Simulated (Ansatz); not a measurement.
# A series in volume per atom on HfO2

Results calculated with Ansatz 0.2.0, not measured. Density functional energy, stress (positive in compression), forces and moments (in spheres) of a cell at fixed atoms, energy at zero smearing over the elements' standard crystals or gases in the same functional; plane waves with PAW datasets, Gamma-centred k mesh.

Cell of the first row (space group Fm-3m, No. 225):
```
cell vectors (Å)
   0.0000     2.4165     2.4165
   2.4165     0.0000     2.4165
   2.4165     2.4165     0.0000
atoms (fractions of the cell vectors)
Hf  0.00000  0.00000  0.00000
O   0.25000  0.25000  0.25000
O   0.75000  0.75000  0.75000
```

Settings of every row: functional PBEsol; dispersion none; spin none; wave cutoff 520 eV; k mesh 8x8x8; occupations gaussian; smearing width 0.05 eV.

Limits: no spin-orbit coupling, which can matter with elements this heavy.

```csv
row,volume per atom (Å³),pressure (GPa)
1,9.407,44.4
2,9.664,33.12
3,9.921,23.2
4,10.177,14.5
5,10.69,0.02
6,11.46,?
7,11.716,-19.99
```

Question: what pressure should row 6 give?

Worked fit of pressure. Take u = (V_r/V)^(2/3) − 1 with V_r = 10.049 Å³ an atom, which is twice the finite (Eulerian) strain; such expansions in the strain, on which the Birch-Murnaghan equation of state is built, carry the rest volume and the bulk modulus. The shown rows have u = 0.045, 0.02639, 0.00858, -0.0084, -0.04039, -0.09726. Least squares give pressure = 18.711 + 512.24 × u + 1262 × u² + 890 × u³ GPa; a parabola predicts inner rows, each left out in turn, worse (root mean square 0.1 against 0.0093 GPa). All shown rows lie on it to the printed digit. The pressure vanishes at u = -0.0404, or V = 10.69 Å³ an atom, and there the bulk modulus at fixed shape and fractions is B = −V dP/dV = (2/3)(1 + u) dP/du = 265 GPa. The withheld row has u = -0.08387, so the fit gives 18.711 + 512.24 × (-0.08387) + 1262 × (-0.08387)² + 890 × (-0.08387)³ = -15.90 GPa.

The calculation gave -15.9 GPa. The fit meets it to the printed digit.
